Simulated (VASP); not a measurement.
Write the native input for VASP 6.6.1 that does the following.

```yaml
Task: dielectric tensor
Functional: PBE
Dispersion: D3
Potentials_or_basis: VASP PAW PBE potentials, release 64 (C_h)
Cutoff: 900 eV
k_mesh: 13 × 13 × 13
Occupations: gaussian, width 0.05 eV
Spin: no spin polarisation
Further_INCAR_settings: ALGO = Normal; EDIFF = 1e-08
```

The structure of C lies in POSCAR:

```
C
1.0
    0.0000000000      1.7833700000      1.7833700000
    1.7833700000      0.0000000000      1.7833700000
    1.7833700000      1.7833700000      0.0000000000
C
2
Direct
    0.7500000000      0.7500000000      0.7500000000
    0.5000000000      0.5000000000      0.5000000000
```

This isn't the form of C at room conditions, which is graphite.

These files were run (other wordings do the same):

INCAR

```
  PREC = Accurate
  ENCUT = 900
  EDIFF = 1E-8
  ISMEAR = 0
  SIGMA = 0.05
  LREAL = F
  LASPH = T
  NELM = 60
  ALGO = Normal
  ISIF = 2
  LWAVE = F
  LCHARG = F
  GGA = PE
  IVDW = 11
  LEPSILON = T
```

KPOINTS

```
Automatic mesh
0
Gamma
  13 13 13
```

Potentials or basis: VASP PAW PBE potentials, release 64 (C_h).

Command:

```sh
$ cat potpaw_PBE.64/C_h/POTCAR > POTCAR
$ mpirun -np 1 vasp_std > vasp.out
```

Results of the run:

* Band gap on the k mesh: 4.15 eV, indirect (least direct gap 5.60 eV)
* Electronic dielectric tensor (diagonal): 5.84
* Born charges (mean of the diagonal): C +0.00 e
* Dispersion energy per atom: -0.108 eV

Caveat: an odd mesh through Γ misses points on the zone boundary, where band edges often lie.

It took 2.4 min on 1 thread of Intel(R) Xeon(R) Platinum 8488C (Sapphire Rapids), on a shared host, peak memory 0.25 GiB.
